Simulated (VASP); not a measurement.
# H2 in VASP: a series of runs

Runs on H2. Level: PBE. Tasks: single point, relaxation of the atoms.

Everything below comes from runs of VASP 6.6.1. Logs are shortened: lines on timing, memory, paths and dates and some standing lists are left out, and cuts for length are marked.

## Step 1: The structure

The cell holds a molecule in a box, 2 atoms: a = 10.000 Å, b = 10.300 Å, c = 10.600 Å, α = 90.00°, β = 90.00°, γ = 90.00°.

## Step 2: Single point, PBE

INCAR

```
ALGO = Normal ; EDIFF = 1E-6
ENCUT = 520 ; GGA = PE
ISIF = 2 ; ISMEAR = 0
LASPH = T ; LCHARG = F
LREAL = F ; LWAVE = F
NBANDS = 8 ; NELM = 80
PREC = Accurate ; SIGMA = 0.01
```

KPOINTS

```
k-points
0
Gamma
  1 1 1
```

POSCAR

```
H
1.0
   10.0000000000      0.0000000000      0.0000000000
    0.0000000000     10.3000000000      0.0000000000
    0.0000000000      0.0000000000     10.6000000000
H
2
Direct
    0.5000000000      0.4854368932      0.4363090521
    0.5000000000      0.4854368932      0.5070871743
```

Potentials or basis: VASP PAW PBE potentials, release 64 (H).

Run with:

```
> cat potpaw_PBE.64/H/POTCAR > POTCAR
> mpirun -np 1 vasp_gam > vasp.out
```

OUTCAR:

```text
EDIFF = 1E-6
   ENCUT = 520
   GGA = PE
   ISIF = 2
   ISMEAR = 0
   LASPH = T
   LREAL = F
   NELM = 80
   PREC = Accurate

 ion  position               nearest neighbor table
   1  0.500  0.485  0.436-   2 0.75
   2  0.500  0.485  0.507-   1 0.75

  LATTYP: Found a simple orthorhombic cell.
 ALAT       =    10.0000000000
 B/A-ratio  =     1.0300000000
 C/A-ratio  =     1.0600000000

  Lattice vectors:

 A1 = (  10.0000000000,   0.0000000000,   0.0000000000)
 A2 = (   0.0000000000,  10.3000000000,   0.0000000000)
 A3 = (   0.0000000000,   0.0000000000,  10.6000000000)

Analysis of symmetry for initial positions (statically):
=====================================================================
 Subroutine PRICEL returns:
 Original cell was already a primitive cell.

 Routine SETGRP: Setting up the symmetry group for a
 simple orthorhombic supercell.

 Subroutine GETGRP returns: Found  8 space group operations
 (whereof  2 operations were pure point group operations)
 out of a pool of  8 trial point group operations.

The static configuration has the point symmetry C_1h.
 The point group associated with its full space group is D_2h.

Analysis of symmetry for dynamics (positions and initial velocities):
=====================================================================
 Subroutine PRICEL returns:
 Original cell was already a primitive cell.

 Routine SETGRP: Setting up the symmetry group for a
 simple orthorhombic supercell.

 Subroutine GETGRP returns: Found  8 space group operations
 (whereof  2 operations were pure point group operations)
 out of a pool of  8 trial point group operations.

The dynamic configuration has the point symmetry C_1h.
 The point group associated with its full space group is D_2h.

 Subroutine INISYM returns: Found  8 space group operations
 (whereof  2 operations are pure point group operations),
 and found     1 'primitive' translations

----------------------------------------------------------------------------------------

                                     Primitive cell

  volume of cell :    1091.8000

[... 54 lines left out ...]
 SYSTEM =  unknown system
   PREC   = accura    normal or accurate (medium, high low for compatibility)
   ISTART =      0    job   : 0-new  1-cont  2-samecut
   ICHARG =      2    charge: 1-file 2-atom 10-const
   ISPIN  =      1    spin polarized calculation?
   LNONCOLLINEAR =      F non collinear calculations
   LSORBIT =      F    spin-orbit coupling
   LASPH  =      T    aspherical Exc in radial PAW
   ENCUT  =  520.0 eV  38.22 Ry    6.18 a.u.  18.59 19.15 19.71*2*pi/ulx,y,z
   NELM   =     80;   NELMIN=  2; NELMDL= -5     # of ELM steps
   EDIFF  = 0.1E-05   stopping-criterion for ELM
   LREAL  =      F    real-space projection
   EDIFFG = 0.1E-04   stopping-criterion for IOM
   NSW    =      0    number of steps for IOM
   IBRION =     -1    ionic relax: 0-MD 1-quasi-New 2-CG
   NFREE  =      0    steps in history (QN), initial steepest desc. (CG)
   ISIF   =      2    stress and relaxation
   ISYM   =      2    0-nonsym 1-usesym 2-fastsym
   POTIM  = 0.5000    time-step for ionic-motion
   TEBEG  =    0.0;   TEEND  =   0.0 temperature during run
   PSTRESS=    0.0 pullay stress
   NELECT =       2.0000    total number of electrons
   NUPDOWN=      -1.0000    fix difference up-down
   EMIN   =  10.00;   EMAX   =-10.00  energy-range for DOS
   EFERMI =   0.00;   METHOD = LEGACY
   ISMEAR =     0;   SIGMA  =   0.01  broadening in eV -4-tet -1-fermi 0-gaus
   EFERMI_NEDOS =   21; number of points for ismear=-14 and -15
   IALGO  =     38    algorithm
   IMIX   =      4    mixing-type and parameters
     AMIX     =   0.40;   BMIX     =  1.00
     AMIX_MAG =   1.60;   BMIX_MAG =  1.00
  volume/ion in A,a.u.               =     545.90      3683.92
  Fermi-wavevector in a.u.,A,eV,Ry     =   0.200311  0.378532  0.545924  0.040124
  Thomas-Fermi vector in A             =   0.954346
   LORBIT       =      0    0 simple, 1 ext, 2 COOP (PROOUT), +10 PAW based schemes
   GGA     = PE    functional components
   LHFCALC =     F    Hartree Fock is set to
   AEXX    =    0.0000 exact exchange contribution
   IVDW    =     0    specifies the selected vdW correction
   LEPSILON=     F    determine dielectric tensor
   LRPA    =     F    only Hartree local field effects (RPA)
 non-spin polarized calculation
 Gauss-broadening in eV      SIGMA  =   0.01
  energy-cutoff  :      520.00
  volume of cell :     1091.80
 maximum number of plane-waves:     14695
 NGX is ok and might be reduce to    80
   NGX = 37   NGY = 39   NGZ = 39

 number of electron       2.0000000 magnetization

 Free energy of the ion-electron system (eV)
  ---------------------------------------------------
  ext. energy  EPLUGINS =         0.00000000
  ---------------------------------------------------
  free energy    TOTEN  =        -6.77242266 eV

  energy without entropy =       -6.77242266  energy(sigma->0) =       -6.77242266

 E-fermi : -10.2377     XC(G=0):  -0.3516

 val. band max:      -10.3068224244   @ k =   0.0000   0.0000   0.0000
 cond. band min:      -0.1594220600   @ k =   0.0000   0.0000   0.0000
 fundamental gap:     10.1474003643
 Fermi energy:       -10.2376951910

 k-point     1 :       0.0000    0.0000    0.0000
  band No.  band energies     occupation
      1     -10.3068      2.00000
      2      -0.1594      0.00000
      3       0.3376      0.00000
      4       0.9131      0.00000
      5       0.9709      0.00000
      6       1.2134      0.00000
      7       1.2845      0.00000
      8       1.3767      0.00000

------------------------ aborting loop because EDIFF is reached ----------------------------------------

  FORCE on cell =-STRESS in cart. coord.  units (eV):
  Direction    XX          YY          ZZ          XY          YZ          ZX
  --------------------------------------------------------------------------------------
  -------------------------------------------------------------------------------------
  Total       -0.0271558     -0.0265715     -0.0434717      0.0000000      0.0000000      0.0000000
  in kB       -0.0398502     -0.0389927     -0.0637932      0.0000000      0.0000000      0.0000000
  external PRESSURE =      -0.0475454 kB  Pullay stress =       0.0000000 kB

 VOLUME and BASIS-vectors are now :
 -----------------------------------------------------------------------------
  energy-cutoff  :      520.00
  volume of cell :     1091.80
      direct lattice vectors                 reciprocal lattice vectors
    10.000000000  0.000000000  0.000000000     0.100000000  0.000000000  0.000000000
     0.000000000 10.300000000  0.000000000     0.000000000  0.097087379  0.000000000
     0.000000000  0.000000000 10.600000000     0.000000000  0.000000000  0.094339623

 POSITION                                       TOTAL-FORCE (eV/Angst)
 -----------------------------------------------------------------------------------
      5.00000      5.00000      4.62488         0.000000      0.000000      0.011439
      5.00000      5.00000      5.37512         0.000000      0.000000     -0.011439
 -----------------------------------------------------------------------------------
    total drift:                                0.000000     -0.000005     -0.000000

  FREE ENERGIE OF THE ION-ELECTRON SYSTEM (eV)
  ---------------------------------------------------
  free  energy   TOTEN  =        -6.7724226552 eV

  energy  without entropy=       -6.7724226552  energy(sigma->0) =       -6.77242266
```

Wall time 71 s (1 thread of AMD EPYC 7R43 (Zen 3), shared host); peak memory 0.81 GiB.

Results:

* Free energy: -6.7724 eV
* Largest force: 0.011 eV/Å
* Gap between the frontier levels: 10.15 eV

Forces in eV/Å, atoms in the order of the input:
```
H    0.000  0.000  0.011
H    0.000  0.000 -0.011
```

Levels at points of the mesh, in eV from the valence-band top:
| k point | band 1 | band 2 | band 3 | band 4 | band 5 |
| --- | --- | --- | --- | --- | --- |
| (0.00, 0.00, 0.00) | 0.00 | 10.15 | 10.64 | 11.22 | 11.28 |

## Step 3: Relaxation of the atoms, PBE

INCAR

```
  ALGO = Fast
  EDIFF = 1E-7
  EDIFFG = -0.002
  ENCUT = 520
  GGA = PE
  IBRION = 2
  ISIF = 2
  ISMEAR = 0
  LASPH = T
  LCHARG = F
  LREAL = F
  LWAVE = F
  NELM = 60
  NSW = 80
  PREC = Accurate
  SIGMA = 0.01
```

KPOINTS is that of step 2.

POSCAR

```
H
1.0
   10.0000000000      0.0000000000      0.0000000000
    0.0000000000     10.3000000000      0.0000000000
    0.0000000000      0.0000000000     10.6000000000
H
2
Direct
    0.5000000000      0.4854368932      0.4367924528
    0.5000000000      0.4854368932      0.5066037736
```

Potentials or basis: VASP PAW PBE potentials, release 64 (H).

Run with:

```
> cat potpaw_PBE.64/H/POTCAR > POTCAR
> mpirun -np 1 vasp_gam > vasp.out
```

It took 2.4 min on 1 thread of AMD EPYC 7R43 (Zen 3), shared host; peak memory 0.89 GiB.

Results (log left out):

```yaml
Free_energy: -6.7724 eV
Energy_gained_by_relaxing: 0.9 meV/atom
Ionic_steps: 3
Gap_between_the_frontier_levels: 10.16 eV
```

Step by step:
| step | energy change (eV) | largest force (eV/Å) | pressure (GPa) |
| --- | --- | --- | --- |
| 1 | 0.0000 | 0.3531 | 0.01 |
| 2 | 0.0078 | 0.7708 | -0.03 |
| 3 | -0.0017 | 0.0004 | 0.00 |

Final structure:
```
H
1.0
    10.00000    0.00000    0.00000
     0.00000   10.30000    0.00000
     0.00000    0.00000   10.60000
H
2
Direct
  0.50000 0.48544 0.43632
  0.50000 0.48544 0.50707
```

Levels at points of the mesh, in eV from the valence-band top:
```
           k point  band 1  band 2  band 3  band 4  band 5
(0.00, 0.00, 0.00)    0.00   10.16   10.65   11.22   11.28
```

As with any semilocal functional, this PBE gap is likely too small.
